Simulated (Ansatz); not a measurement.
# Compressing Cd: a fit and a missing row

Cd, Fm-3m, a = 4.508 Å. This isn't the element's structure at ambient conditions. Ansatz: PBE, PAW, 420 eV, Γ-centred 16×16×16 mesh on 1 atom, Gaussian smearing 0.10 eV; no spin polarisation. Symmetry fixes shape and atoms, so the cell is only scaled; pressure is positive in compression.

| V (Å³/atom) | P (GPa) |
| --- | --- |
| 20.159 | 7.53 |
| 20.846 | 5.07 |
| 21.533 | ? |
| 22.220 | 1.38 |
| 22.908 | 0.00 |
| 23.595 | -1.14 |
| 24.282 | -2.06 |
| 25.198 | -3.01 |

Question: Take V0 = 22.908 Å³/atom, fit the third-order Birch–Murnaghan form to the other rows, and predict the missing pressure.

Answer: With the Eulerian strain f = ½[(V0/V)^(2/3) − 1] and y = P/[3f(1 + 2f)^(5/2)], the form is the line y = B0 + 1.5 B0 (B0′ − 4) f. Rows (f, y): 0.04448, 45.6; 0.03245, 44.5; 0.01027, 42.6; -0.00975, 40.9; -0.01904, 39.7; -0.03077, 38.2. Means f = 0.004607, y = 41.917; Σ(Δf)² = 0.004414, ΣΔfΔy = 0.4212; the slope is their ratio. y = 41.48 + 95.42 f GPa, so B0 = 41.5 GPa and B0′ = 4 + 2 × (95.42)/(3 × 41.48) = 5.53. At V = 21.533, f = 0.02106, y = 43.49 and P = 3.05 GPa. The run gave 3.05 GPa, the same to the digits shown.